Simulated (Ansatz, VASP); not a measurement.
This is a calculation of Y for VASP 6.6.1.

File INCAR:

```
  ALGO = Normal
  EDIFF = 1E-6
  EDIFFG = -0.02
  ENCUT = 600
  GGA = PE
  IBRION = 2
  ISIF = 3
  ISMEAR = -1
  LASPH = True
  LCHARG = False
  LREAL = False
  LWAVE = False
  NELM = 100
  NSW = 80
  PREC = Accurate
  SIGMA = 0.05
```

Contents of KPOINTS:

```
k-points
0
Gamma
  7 7 7
```

The input POSCAR:

```
Y
1.0
    0.0000000000      2.5519910612      2.5519910612
    2.5519910612      0.0000000000      2.5519910612
    2.5519910612      2.5519910612      0.0000000000
Y
1
Direct
    0.0000000000      0.0000000000      0.0000000000
```

Potentials or basis: VASP PAW PBE potentials, release 64 (Y_sv).

Launch:

```bash
$ cat potpaw_PBE.64/Y_sv/POTCAR > POTCAR
$ mpirun -np 1 vasp_std > vasp.out
```

Question: Set up the same calculation for Ansatz 0.2.0. Potentials there: all-electron LAPW, scalar-relativistic.

Answer: As run (the cutoff follows the program's own potentials):

File input.yaml:

```yaml
crystal:
  lattice:
    - [0.0, 2.5519910612, 2.5519910612]
    - [2.5519910612, 0.0, 2.5519910612]
    - [2.5519910612, 2.5519910612, 0.0]
  atoms:
    - { symbol: "Y", position: [0.0, 0.0, 0.0] }
kpoints:
  mp_grid: { grid: [7, 7, 7] }
scf:
  occupations: { method: fermi_dirac, width: 0.05 }
hamiltonian:
  xc: pbe
  pseudopotentials: { kind: all_electron, lapw: { basis_error: 0.001 } }
output:
  forces: true
  stress: true
relax:
  f_tol: 0.02
  max_steps: 60
  cell: {}
```

Potentials or basis: all-electron LAPW, scalar-relativistic.

Command:

```console
$ ansatz run input.yaml --threads 1 --pin off --max-ram 3072MiB --backend cpu --events-out ev --progress --plain --runs-dir out
```

Both were run:

|  | VASP | Ansatz | Ansatz less VASP |
| --- | --- | --- | --- |
| relaxed volume (Å³/atom) | 32.32 | 32.41 | +0.092 |
| relaxed cell length with the largest relative difference (Å) | 3.575 | 3.579 | +0.0034 |
| energy change over the relaxation (meV/atom) | -3 | -3 | +0.6 |

Ansatz ran all-electron here, so the differences hold the error of VASP's frozen core and of both bases.

Caveats: the k mesh is thin for a metal, which can move the energy by tens of meV per atom (Ansatz).
